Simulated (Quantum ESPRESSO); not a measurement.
A run of Quantum ESPRESSO 7.5:

Contents of pw.in:

```
&CONTROL
  calculation = 'scf'
  prefix = 'pwscf'
  outdir = './tmp'
  pseudo_dir = './pseudo'
  tprnfor = .true.
  tstress = .true.
  disk_io = 'low'
/
&SYSTEM
  ibrav = 0
  nat = 2
  ntyp = 2
  ecutwfc = 80
  nbnd = 21
  input_dft = 'vdw-df-cx'
  occupations = 'smearing'
  smearing = 'mv'
  degauss = 0.01469973
/
&ELECTRONS
  conv_thr = 4d-10
  electron_maxstep = 120
  mixing_beta = 0.5
/
ATOMIC_SPECIES
Sb   121.7600 Sb.upf
Ga    69.7230 Ga.upf
CELL_PARAMETERS angstrom
   0.0000000000    3.0590000000    3.0590000000
   3.0590000000    0.0000000000    3.0590000000
   3.0590000000    3.0590000000    0.0000000000
ATOMIC_POSITIONS crystal
Sb     0.7500000000    0.7500000000    0.7500000000
Ga     0.0000000000    0.0000000000    0.0000000000
K_POINTS automatic
8 8 8 0 0 0
```

The input scf2.in:

```
&CONTROL
  calculation = 'scf'
  prefix = 'pwscf'
  outdir = './tmp'
  pseudo_dir = './pseudo'
  tprnfor = .true.
  tstress = .true.
  disk_io = 'low'
/
&SYSTEM
  ibrav = 0
  nat = 2
  ntyp = 2
  ecutwfc = 80
  nbnd = 21
  input_dft = 'vdw-df-cx'
  occupations = 'smearing'
  smearing = 'mv'
  degauss = 0.01469973
/
&ELECTRONS
  conv_thr = 1d-13
  electron_maxstep = 120
  mixing_beta = 0.5
  startingpot = 'file'
  startingwfc = 'file'
/
ATOMIC_SPECIES
Sb   121.7600 Sb.upf
Ga    69.7230 Ga.upf
CELL_PARAMETERS angstrom
   0.0000000000    3.0590000000    3.0590000000
   3.0590000000    0.0000000000    3.0590000000
   3.0590000000    3.0590000000    0.0000000000
ATOMIC_POSITIONS crystal
Sb     0.7500000000    0.7500000000    0.7500000000
Ga     0.0000000000    0.0000000000    0.0000000000
K_POINTS automatic
8 8 8 0 0 0
```

Contents of ph.in:

```
phonons of GaSb
&INPUTPH
  prefix = 'pwscf'
  outdir = './tmp'
  tr2_ph = 1d-16
  fildyn = 'dyn'
  niter_ph = 60
  alpha_mix(1) = 0.4
/
0.0000000000 0.0000000000 0.0000000000
```

Contents of dynmat.in:

```
&INPUT
  fildyn = 'dyn'
  asr = 'crystal'
  filout = 'dynmat.disp'
  fileig = 'dynmat.eig'
/
```

Potentials or basis: PseudoDojo 0.4.1 SR PBE standard.

The run is started by

```console
$ OMP_NUM_THREADS=1 pw.x -in pw.in > pw.out
$ OMP_NUM_THREADS=1 pw.x -in scf2.in > scf2.out
$ OMP_NUM_THREADS=1 ph.x -in ph.in > ph.out
$ OMP_NUM_THREADS=1 dynmat.x -in dynmat.in > dynmat.out
```

Hardware: 1 thread of Arm Neoverse V2 (shared host).

Problem. Estimate the wall time of this run.

Solution. It took 17 min on 1 thread of Arm Neoverse V2, with other jobs on the host, peak memory 0.28 GiB. Counts: scf iterations 12, k pools 1, bands 21, k points 29, g dense 37461.
